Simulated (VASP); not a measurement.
**Results of a VASP single-point calculation on CaO (strained zincblende)**

POSCAR

```
Ca O
 1.0000000000000000
     0.0000000000000000    2.5840531753999998    2.6067317416000000
     2.5840531753999998    0.0000000000000000    2.6067317416000000
     2.5840531753999998    2.5840531753999998    0.0000000000000000
 Ca  O
   1   1
Cartesian
  0.0000000000000000  0.0000000000000000  0.0000000000000000
  1.2920265876999999  1.2920265876999999  1.3033658708000000
```

The gap between bands v and c is 3.79 eV and the least direct gap is 4.45 eV.

Band v is the last that the valence electrons fill when counted band by band, and c is the next. Levels in eV from the top of v:

| point | v−1 | v | c | c+1 |
| --- | --- | --- | --- | --- |
| Γ | -0.66 | -0.66 | 3.79 | 8.69 |
| X | 0.00 | 0.00 | 5.34 | 7.25 |
| K | -0.28 | -0.12 | 5.46 | 7.38 |
| L | -0.40 | -0.38 | 6.63 | 8.59 |
| W | -0.58 | 0.00 | 5.40 | 7.07 |

Question: Which of these levels of theory gave these results?
A. LDA
B. PBE0
C. PBEsol
D. PBE
E. PBE with spin–orbit coupling
F. HSE06
G. r²SCAN

Answer: G.

The INCAR was:

```
ENCUT = 520
NSW = 0
NELM = 120
IBRION = -1
EDIFF = 1E-7
LWAVE = .FALSE.
LASPH = .TRUE.
LCHARG = .FALSE.
LREAL = .FALSE.
PREC = Accurate
NBANDS = 15
ISMEAR = 0
SIGMA = 0.01
ISIF = 2
METAGGA = R2SCAN
ALGO = Normal
```
